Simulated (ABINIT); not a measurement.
**FeO (Wuestite): equation of state with PBEsol**

The system is FeO (Wuestite).

```
Fe O
1.0
     0.00000    2.15540    2.15540
     2.15540    0.00000    2.15540
     2.15540    2.15540    0.00000
Fe O
1 1
Direct
  0.00000 0.00000 0.00000
  0.50000 0.50000 0.50000
```

```yaml
Program: ABINIT 10.8.3 (patched build)
Task: equation of state
Functional: PBEsol
Potentials_or_basis: JTH PAW PBE v2.0
Cutoff: 707 eV
k_mesh: 9 × 9 × 9
Occupations: fermi-dirac, width 0.05 eV
Spin: collinear spin, ferromagnetic start
Starting_moments: "[3.0, 0.0] μB"
Fine-grid_cutoff: 1306.15 eV
```

The equilibrium volume is 9.57 Å³/atom and the bulk modulus is 208 GPa. The pressure derivative of the bulk modulus is 4.4.

Energy against volume, from the lowest point:
```csv
volume (Å³/atom),energy (meV/atom)
9.413,1.66
9.613,0.00
9.813,3.67
10.013,12.08
10.214,24.73
10.414,41.17
10.614,61.02
```

Run time: 5.8 min on 1 thread of Arm Neoverse V2, with other jobs on the host, peak memory 0.17 GiB.

Caveat: pressures at fixed basis lie under the slope of the energies; the PAW data sets were made with another functional, which shifts forces and pressure a little.
